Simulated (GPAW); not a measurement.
Consider Ga (P2_1/m).

```xyz
2
Lattice="2.7784 0.0000 0.0000 0.0000 3.2816 0.0000 -1.3434 0.0000 3.9903" Properties=species:S:1:pos:R:3 pbc="T T T"
Ga   -0.6607    2.4612    3.0732
Ga    2.0957    0.8204    0.9171
```

Absorber: atom 1, with 6 Ga at 2.71 to 2.81 Å, 2 Ga at 2.84 Å and 2 Ga at 3.28 Å (10-fold, site symmetry m). Method: GPAW, LDA, excited-electron core hole (neutral cell), 12-atom cell with 6.6 Å between holes, 4×4×4 k points, dipole transitions, Gaussian full width 1.82 eV up to 4 eV, rising linearly to 3.5 eV at 25 eV.

This is not the structure that Ga takes at ambient pressure and room temperature (space group No. 64); it is a model or a phase of other conditions.

**Question.** What does the Ga K edge look like?

Main maxima up to 28 eV above the zero (height): 2.8 eV (1.31), 7.0 eV (1.27), 10.2 eV (1.28) and 19.0 eV (0.77). A K edge sees empty p states on the absorber. 

The Ga K spectrum (energy from the lowest empty level; intensity scaled to a mean of 1 over the first 20 eV; polarised curves are means over the symmetry-equivalent atoms):

```tsv
E (eV)	isotropic	ε ∥ x	ε ∥ y	ε ∥ z
-2.0	0.01	0.01	0.01	0.01
-1.5	0.03	0.03	0.03	0.03
-1.0	0.10	0.11	0.10	0.10
-0.5	0.26	0.27	0.26	0.25
0.0	0.50	0.51	0.53	0.47
0.5	0.77	0.75	0.84	0.70
1.0	0.98	0.93	1.13	0.88
1.5	1.12	1.05	1.33	0.99
2.0	1.22	1.16	1.44	1.06
2.5	1.29	1.29	1.48	1.11
3.0	1.31	1.36	1.46	1.11
3.5	1.27	1.32	1.39	1.10
4.0	1.22	1.23	1.31	1.13
4.5	1.19	1.18	1.23	1.16
5.0	1.18	1.21	1.16	1.17
5.5	1.19	1.27	1.12	1.17
6.0	1.21	1.31	1.12	1.22
6.5	1.25	1.32	1.14	1.29
7.0	1.27	1.31	1.16	1.33
7.5	1.24	1.29	1.15	1.29
8.0	1.21	1.25	1.13	1.24
8.5	1.19	1.21	1.12	1.24
9.0	1.21	1.20	1.13	1.31
9.5	1.25	1.19	1.15	1.41
10.0	1.28	1.18	1.16	1.49
10.5	1.26	1.13	1.16	1.50
11.0	1.21	1.07	1.12	1.43
11.5	1.10	0.99	1.03	1.28
12.0	0.96	0.92	0.90	1.07
12.5	0.81	0.85	0.74	0.84
13.0	0.68	0.78	0.62	0.64
13.5	0.60	0.74	0.55	0.52
14.0	0.58	0.73	0.55	0.47
14.5	0.61	0.74	0.59	0.50
15.0	0.66	0.78	0.66	0.56
15.5	0.72	0.80	0.72	0.64
16.0	0.76	0.81	0.76	0.70
16.5	0.77	0.79	0.77	0.74
17.0	0.77	0.77	0.77	0.77
17.5	0.77	0.75	0.75	0.79
18.0	0.77	0.75	0.75	0.80
18.5	0.77	0.77	0.75	0.80
19.0	0.77	0.78	0.75	0.80
19.5	0.77	0.78	0.74	0.78
20.0	0.75	0.78	0.72	0.76
20.5	0.73	0.77	0.70	0.73
21.0	0.71	0.75	0.68	0.71
21.5	0.70	0.74	0.66	0.69
22.0	0.68	0.71	0.65	0.68
22.5	0.67	0.68	0.65	0.66
23.0	0.65	0.64	0.66	0.65
23.5	0.64	0.60	0.68	0.63
24.0	0.63	0.55	0.72	0.62
24.5	0.62	0.49	0.76	0.61
25.0	0.62	0.45	0.81	0.60
25.5	0.62	0.41	0.85	0.59
26.0	0.62	0.39	0.89	0.58
26.5	0.62	0.38	0.91	0.57
27.0	0.61	0.37	0.91	0.56
27.5	0.61	0.37	0.90	0.55
28.0	0.60	0.37	0.89	0.53
28.5	0.59	0.38	0.86	0.52
```

The script folds with a Gaussian, whereas the core hole's own line is a Lorentzian, so the onset is too steep and the first peak too high. The mesh is coarse (0.30 Å⁻¹ between points), so small maxima may be mesh ripples. Lifetime broadening is put in by hand, and intensities beyond about 20 eV depend on it and on the partial waves; weight that the partial waves miss at high energy is lost. The structure is a computed Materials Project entry and may be a hypothetical form.

[Banner, clock and machine lines of the logs are left out without a mark of their own.]

[Logs are printed without paths, hosts, clocks, repeated set-up lines and the standing remarks that a program may print on its own settings, such as how far it seeks lower states.]

[Hosts, paths, dates, database ids (printed as entryN), source tags and the programs' standing remarks are cut or masked in the printed files.]

[Lists of maxima count a maximum above −3 eV only where it reaches 4 % of the highest in the window and stands out from its surroundings by 2 % of it (1.5 % where it reaches 55 %); shoulders and weaker maxima are passed over, and of the rest the first, up to two pre-edge ones and the few strongest are named.]
